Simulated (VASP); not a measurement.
**FeO: single point with PBE+U**

**The experiment to reproduce.**

“W\"ustite: Electric, thermodynamic and optical properties of FeO”, 2012, arxiv:1203.1201 quotes, for a bulk crystal of FeO: band gap 2.4 eV (optical).

FeO:

```xyz
2
Lattice="0.0000 2.1554 2.1554 2.1554 0.0000 2.1554 2.1554 2.1554 0.0000" Properties=species:S:1:pos:R:3 pbc="T T T"
Fe    0.0000    0.0000    0.0000
O     2.1554    2.1554    2.1554
```

| Item | Value |
| --- | --- |
| Program | VASP 6.6.1 |
| Task | single point |
| Functional | PBE |
| Potentials or basis | VASP PAW PBE potentials, release 64 (Fe, O) |
| Cutoff | 520 eV |
| k mesh | 8 × 8 × 8 |
| Occupations | gaussian, width 0.05 eV |
| Spin | collinear spin, ferromagnetic start |
| Starting moments | [3.0, 0.0] μB |
| Hubbard terms | Fe d U = 8 eV |

```json
{
  "Pressure": "-3.0 GPa",
  "Band gap on the k mesh": "none (metal or under the smearing width)",
  "Net moment": "4.00 μB per cell",
  "Site moments": "Fe +4.01; O +0.12 μB",
  "Valence electrons inside the program's atomic spheres": "Fe 6.78; O 5.02"
}
```

Levels at points of the mesh, in eV from the Fermi level:
Spin up:
```
           k point  band 7  band 8  band 9  band 10  band 11  band 12
(0.00, 0.00, 0.00)   -4.42   -4.42   -4.42    -0.81    12.79    12.79
(0.50, 0.00, 0.00)   -6.55   -3.14   -3.14     3.17     7.40    11.47
(0.50, 0.50, 0.00)   -8.12   -5.64   -5.64     4.10     7.19     8.00
```
Spin down:
| k point | band 1 | band 2 | band 3 | band 4 | band 5 | band 6 | band 7 | band 8 | band 9 | band 10 |
| --- | --- | --- | --- | --- | --- | --- | --- | --- | --- | --- |
| (0.00, 0.00, 0.00) | -21.16 | -4.19 | -4.19 | -4.19 | -0.71 | -0.71 | -0.71 | -0.18 | 2.03 | 2.03 |
| (0.50, 0.00, 0.00) | -19.96 | -8.87 | -5.42 | -5.42 | 0.47 | 0.47 | 0.52 | 3.47 | 4.13 | 4.13 |
| (0.50, 0.50, 0.00) | -19.80 | -7.88 | -5.38 | -5.38 | -2.20 | 0.80 | 0.81 | 2.64 | 2.82 | 5.72 |

Eigenvalues of the final occupation matrices:
```csv
site,spin,trace,eigenvalues
site 1 d,1,5.06,0.99 0.99 0.99 1.05 1.05
site 1 d,2,1.08,0.08 0.08 0.31 0.31 0.31
```

Run time: 16 s on 1 thread of AMD EPYC 9R45 96-Core Processor (Zen 5), with other jobs on the host, peak memory 0.13 GiB.

Against the measured gap of FeO, 2.4 eV (optical; quoted in “W\"ustite: Electric, thermodynamic and optical properties of FeO”, 2012, arxiv:1203.1201), the calculated 0.00 eV is off by -2.40 eV. So large a miss can be the level of theory's own, or it may mean another phase, state or a wrong row. The value is that of PBE+U on a finite k mesh, which can miss the band edges, without temperature or zero-point motion. The run's magnetic order (collinear spin, ferromagnetic start) needn't be the measured crystal's.

Caveat: a cell with one magnetic atom can't hold antiferromagnetic order, which such compounds often take. The state reached can hang on the start; a lower one may exist.
